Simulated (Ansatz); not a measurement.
**A computed series for InP: element substitutions**

Take InP in the zinc blende structure (space group F-43m, No. 216) as the base.

```
InP
1.0
    0.00000     2.95342     2.95342
    2.95342     0.00000     2.95342
    2.95342     2.95342     0.00000
P In
1 1
Cartesian
  1.47671   1.47671   1.47671
  0.00000   0.00000   0.00000
```

Each row replaces one element on all its sites; cell and atoms are relaxed.

The values are results of DFT with r2SCAN, PAW potentials and a 500 eV plane-wave cutoff in Ansatz (a quantum-chemistry and plane-wave program), scalar-relativistic without spin-orbit coupling, not measurements.

```json
[
 {"change": "base", "band gap": "1.03 eV", "density": "4.70 g/cm³"},
 {"change": "In → Cd", "band gap": "zero", "density": "4.73 g/cm³"},
 {"change": "In → Ir", "band gap": "zero", "density": "…"},
 {"change": "P → Ga", "band gap": "zero", "density": "5.13 g/cm³"},
 {"change": "In → B", "band gap": "1.41 eV", "density": "2.97 g/cm³"}
]
```

**Question.** Some entries are withheld; estimate them.

**Answer.** 
- In → Ir, density: 10.43 g/cm³

Whether these cells are dynamically stable was not tested. As relaxed here, CdP, IrP and InGa are hypothetical phases, not in the database extracts checked. The final runs are not spin-polarised. An odd electron count without spin: CdP.
